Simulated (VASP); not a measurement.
# A VASP 6.6.1 single-point calculation on AlAs

INCAR

```
EDIFF = 1E-7
ENCUT = 500
SIGMA = 0.02
ISIF = 2
PREC = Accurate
NSW = 0
NBANDS = 11
LWAVE = .FALSE.
NELM = 120
GGA = PE
LASPH = .TRUE.
LCHARG = .FALSE.
IBRION = -1
NELECT = 9
ISMEAR = -1
LREAL = .FALSE.
```

KPOINTS

```
KPOINTS created by Atomic Simulation Environment
0
Gamma
8 8 8
0 0 0
```

POSCAR

```
Al As
 1.0000000000000000
     0.0000000000000000    2.9042199038000001    2.9042199038000001
     2.9042199038000001    0.0000000000000000    2.9042199038000001
     2.9042199038000001    2.9042199038000001    0.0000000000000000
 Al  As
   1   1
Cartesian
  0.0000000000000000  0.0000000000000000  0.0000000000000000
  1.4521099519000000  1.4521099519000000  1.4521099519000000
```

The recommended PBE PAW datasets give the neutral cell 8 valence electrons.

Command

```
mpirun -np 1 vasp_std
```

OSZICAR

```
N       E                     dE             d eps       ncg     rms          rms(c)
DAV:   1     0.214424566905E+02    0.21442E+02   -0.30662E+03   638   0.561E+02
DAV:   2    -0.279185587292E+01   -0.24234E+02   -0.23315E+02   805   0.930E+01
DAV:   3    -0.406051748022E+01   -0.12687E+01   -0.12572E+01   792   0.208E+01
DAV:   4    -0.407303137632E+01   -0.12514E-01   -0.12508E-01   752   0.242E+00
DAV:   5    -0.407326834464E+01   -0.23697E-03   -0.23697E-03   789   0.317E-01    0.390E+00
DAV:   6    -0.391770328747E+01    0.15557E+00   -0.91757E-01   713   0.365E+00    0.197E+00
DAV:   7    -0.389728672793E+01    0.20417E-01   -0.68214E-02   751   0.129E+00    0.889E-01
DAV:   8    -0.389338871410E+01    0.38980E-02   -0.64380E-03   743   0.456E-01    0.153E-01
DAV:   9    -0.389328962829E+01    0.99086E-04   -0.44909E-04   707   0.107E-01    0.501E-02
DAV:  10    -0.389333304003E+01   -0.43412E-04   -0.13009E-04   728   0.609E-02    0.125E-02
DAV:  11    -0.389332847624E+01    0.45638E-05   -0.15904E-05   740   0.171E-02    0.690E-03
DAV:  12    -0.389333095788E+01   -0.24816E-05   -0.16175E-05   710   0.176E-02    0.759E-03
DAV:  13    -0.389332868552E+01    0.22724E-05   -0.50238E-06   680   0.926E-03    0.200E-03
DAV:  14    -0.389332872693E+01   -0.41403E-07   -0.27281E-07   714   0.290E-03
   1 F= -.38933287E+01 E0= -.38924649E+01  d E =-.172761E-02
```

Standard output (part)

```
POSCAR found type information on POSCAR AlAs
 POSCAR found :  2 types and       2 ions
 LDA part: xc-table for (Slater+PW92), standard interpolation
 POSCAR, INCAR and KPOINTS ok, starting setup
 WAVECAR not read
 entering main loop
 the old and the new charge density differ
    0.390E+00
```

From OUTCAR

```
k-points           NKPTS =     29   k-points in BZ     NKDIM =     29   number of bands    NBANDS=     11

   NELECT =       9.0000    total number of electrons

   dimension x,y,z NGX =    30 NGY =   30 NGZ =   30
   dimension x,y,z NGXF=    60 NGYF=   60 NGZF=   60

  energy-cutoff  :      500.00
  volume of cell :       48.99
      direct lattice vectors                 reciprocal lattice vectors
     0.000000000  2.904219904  2.904219904    -0.172163272  0.172163272  0.172163272
     2.904219904  0.000000000  2.904219904     0.172163272 -0.172163272  0.172163272
     2.904219904  2.904219904  0.000000000     0.172163272  0.172163272 -0.172163272

 k-points in reciprocal lattice and weights: KPOINTS created by Atomic Simulation Env
   0.00000000  0.00000000  0.00000000       0.002
   0.12500000  0.00000000  0.00000000       0.016
   0.25000000  0.00000000  0.00000000       0.016
   0.37500000  0.00000000  0.00000000       0.016
   0.50000000  0.00000000  0.00000000       0.008
   0.12500000  0.12500000  0.00000000       0.012
   0.25000000  0.12500000  0.00000000       0.047
   0.37500000  0.12500000  0.00000000       0.047
   ...

 E-fermi :   5.6609

 k-point     1 :       0.0000    0.0000    0.0000
  band No.  band energies     occupation
      1      -8.5388      2.00000
      2       2.9598      2.00000
      3       2.9598      2.00000
      4       2.9598      2.00000
      5       4.3132      2.00000
      6       7.0565      0.00000
      7       7.0565      0.00000
      8       7.0565      0.00000
      9      10.9903      0.00000
     10      11.7302      0.00000
     11      11.7302      0.00000

 k-point     2 :       0.1250    0.0000    0.0000
  band No.  band energies     occupation
      1      -8.3985      2.00000
      2       1.4930      2.00000
      3       2.8085      2.00000
      4       2.8085      2.00000
      5       5.2005      2.00000
      6       7.3191      0.00000
      7       7.3212      0.00000
      8       7.3212      0.00000
      9      11.0935      0.00000
     10      11.0935      0.00000
     11      11.7404      0.00000

 k-point     3 :       0.2500    0.0000    0.0000
  band No.  band energies     occupation
      1      -8.0116      2.00000
      2      -0.3569      2.00000
      3       2.5093      2.00000
      4       2.5093      2.00000
      5       5.1379      2.00000
      6       7.6466      0.00000
      7       7.6466      0.00000
      8       8.8158      0.00000
      9      10.9621      0.00000
     10      10.9621      0.00000
     11      11.6394      0.00000

 k-point     4 :       0.3750    0.0000    0.0000
  band No.  band energies     occupation
      1      -7.5184      2.00000
      2      -1.7936      2.00000
      3       2.2701      2.00000
      4       2.2701      2.00000
      5       4.8164      2.00000
      6       7.5466      0.00000
      7       7.5466      0.00000
      8      10.0296      0.00000
      9      11.8871      0.00000
     10      12.1764      0.00000
     11      12.1764      0.00000

 k-point     5 :       0.5000    0.0000    0.0000
  band No.  band energies     occupation
      1      -7.2601      2.00000
      2      -2.3747      2.00000
      3       2.1831      2.00000
      4       2.1831      2.00000
      5       4.6911      2.00000
      6       7.4386      0.00000
      7       7.4386      0.00000
      8      10.0786      0.00000
      9      13.2085      0.00000
     10      14.0160      0.00000
     11      14.0160      0.00000

 ...

  Total        8.3474580      8.3474580      8.3474580     -0.0000000      0.0000000      0.0000000
  in kB      272.9897483    272.9897483    272.9897483     -0.0000000      0.0000000      0.0000000
  external PRESSURE =     272.9897483 kB  Pullay stress =       0.0000000 kB

 POSITION                                       TOTAL-FORCE (eV/Angst)
 -----------------------------------------------------------------------------------
      0.00000      0.00000      0.00000         0.000000      0.000000      0.000000
      1.45211      1.45211      1.45211        -0.000000     -0.000000     -0.000000
 -----------------------------------------------------------------------------------
    total drift:                               -0.000000     -0.000000     -0.000000

  FREE ENERGIE OF THE ION-ELECTRON SYSTEM (eV)
  ---------------------------------------------------
  free  energy   TOTEN  =        -3.8933287269 eV

  energy  without entropy=       -3.8916011145  energy(sigma->0) =       -3.89246492
```

It converged. Results: pressure 27.3 GPa.

The cell is charged and sits in a uniform background.

For comparison, a separate PBE run of the intended cell, on usual settings and not on those above, gives a gap of 1.46 eV on its mesh and a pressure of -2.4 GPa.

The run above took about 7.5 s on one core of a shared host (Intel Xeon 6975P-C) and held 0.17 GiB at most.
